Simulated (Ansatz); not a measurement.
**KNbO3 (cubic perovskite): zone-centre phonons and dielectric response**

Perturbation theory with PBEsol in Ansatz on the PBEsol cell, ground state and force constants on a 6×6×6 mesh. (Simulation; spin polarisation is off.)

It is cubic, Pm-3m (No. 221); a = 3.986 Å in the conventional setting, 12.67 Å³ an atom. K has 12 O at 2.82 Å; Nb has 6 O at 1.99 Å; O has 2 Nb at 1.99 Å and 4 K at 2.82 Å.

```
CELL_PARAMETERS angstrom
3.98649 0.00000 0.00000
0.00000 3.98649 0.00000
0.00000 0.00000 3.98649
ATOMIC_POSITIONS crystal
K 0.00000 0.00000 0.00000
Nb 0.50000 0.50000 0.50000
O 0.50000 0.50000 0.00000
O 0.50000 0.00000 0.50000
O 0.00000 0.50000 0.50000
```

Optical modes without the longitudinal term (negative means imaginary):
```csv
ω (cm⁻¹),degeneracy,"IR intensity, summed over the level ((D/Å)²/amu)"
-202,3,257.00
181,3,4.89
240,3,0.00
486,3,63.23
```

One optical level at Γ is imaginary (202i cm⁻¹, printed negative), so this structure is unstable at this level. The program warns that the force constants, and all that is formed from them, aren't settled on this k mesh. Of the real levels 2 are infrared active, the strongest at 486 cm⁻¹.

ε∞: 6.44 in all directions. Born charges, averaged over directions: K +1.14, Nb +9.59, O -3.57 e.

For comparison, on the r2SCAN cell the mean ε∞ is 5.74 with r2SCAN (ground state on 6×6×6; least gap 1.95 eV), 6.37 with PBE (ground state on 6×6×6; least gap 1.57 eV).

Spin-orbit coupling is left out.
